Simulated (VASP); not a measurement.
Wanted: the native input for a VASP 6.6.1 run.

| Quantity | Value |
| --- | --- |
| Task | single point |
| Functional | PBE |
| Potentials or basis | VASP PAW PBE potentials, release 64 (Sn_d) |
| Cutoff | 520 eV |
| k mesh | 10 × 9 × 10 |
| Occupations | fermi-dirac, width 0.05 eV |
| Spin | no spin polarisation |
| Further INCAR settings | ALGO = Normal; EDIFF = 1e-07; NBANDS = 13 |

The structure of Sn lies in POSCAR:

```
Sn
1.0
   -1.6664398100      1.7077874900      2.1828021800
    1.7938717800     -1.8589232500      2.3916531200
    1.6937133800      1.8854440200     -2.2975624100
Sn
1
Direct
    0.0000000000      0.0000000000      0.0000000000
```

This isn't the form of Sn at room conditions, which is tetragonal (white tin).

The cell isn't the ideal one: cell sheared at random, sigma 0.06, atoms nudged by 0.01 Å.

These files were run (other wordings do the same):

INCAR

```
  PREC = Accurate
  ENCUT = 520
  EDIFF = 1E-7
  ISMEAR = -1
  SIGMA = 0.05
  LREAL = F
  LASPH = T
  NELM = 60
  ALGO = Normal
  ISIF = 2
  LWAVE = F
  LCHARG = T
  GGA = PE
  LELF = T
  LVHAR = T
  NBANDS = 13
```

KPOINTS

```
regular mesh
0
Gamma
  10 9 10
```

Potentials or basis: VASP PAW PBE potentials, release 64 (Sn_d).

Launch:

```sh
$ cat potpaw_PBE.64/Sn_d/POTCAR > POTCAR
$ mpirun -np 1 vasp_std > vasp.out
```

It gave:

```
Pressure               : -0.8 GPa
Band gap on the k mesh : none (metal or under the smearing width)
```

It took 45 s on 1 thread of Intel(R) Xeon(R) 6975P-C (Granite Rapids), with other jobs on the host, peak memory 0.26 GiB.
